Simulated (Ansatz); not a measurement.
## AlGaN$_{2}$ under pressure: fit and missing row

AlGaN$_{2}$, P-4m2, a = 3.139 Å, c = 4.422 Å. The structure is a Materials Project entry; whether it is the stable form wasn't checked. Ansatz: r2SCAN, PAW, 500 eV, Γ-centred 8×8×6 mesh on 4 atoms, Gaussian smearing 0.02 eV; no spin polarisation. Cell and atoms are relaxed at each pressure, and no other structure is tried, so the rows at high pressure may lie past a change of phase.

| V (Å³/atom) | P (GPa) |
| --- | --- |
| ? | 39.98 |
| 10.023 | 19.99 |
| 10.411 | 10.05 |
| 10.636 | 5.06 |
| 10.786 | 2.02 |
| 10.890 | 0.01 |
| 11.000 | -1.99 |

Problem. Take V0 = 10.890 Å³/atom, count pressures from its P0 = 0.01 GPa, fit the third-order Birch–Murnaghan form to the other rows, and predict the missing volume.

Solution. With the Eulerian strain f = ½[(V0/V)^(2/3) − 1] and y = (P − P0)/[3f(1 + 2f)^(5/2)], the form is the line y = B0 + 1.5 B0 (B0′ − 4) f. Rows (f, y): 0.02843, 204.0; 0.01522, 204.0; 0.00793, 204.1; 0.00321, 205.4; -0.00334, 203.0. Means f = 0.01029, y = 204.10; Σ(Δf)² = 0.0005948, ΣΔfΔy = 0.003482; the slope is their ratio. y = 204.0 + 5.854 f GPa, so B0 = 204.0 GPa and B0′ = 4 + 2 × (5.854)/(3 × 204.0) = 4.02. P = 39.98 GPa is met at f = 0.05113 (y = 204.30), so V = V0 (1 + 2f)^(−3/2) = 9.410 Å³/atom. The run gave 9.408 Å³/atom, so the fit is 0.002 Å³/atom too high, a small miss on the scale of the series. The form still works here, 91 % of the fitted range beyond its end.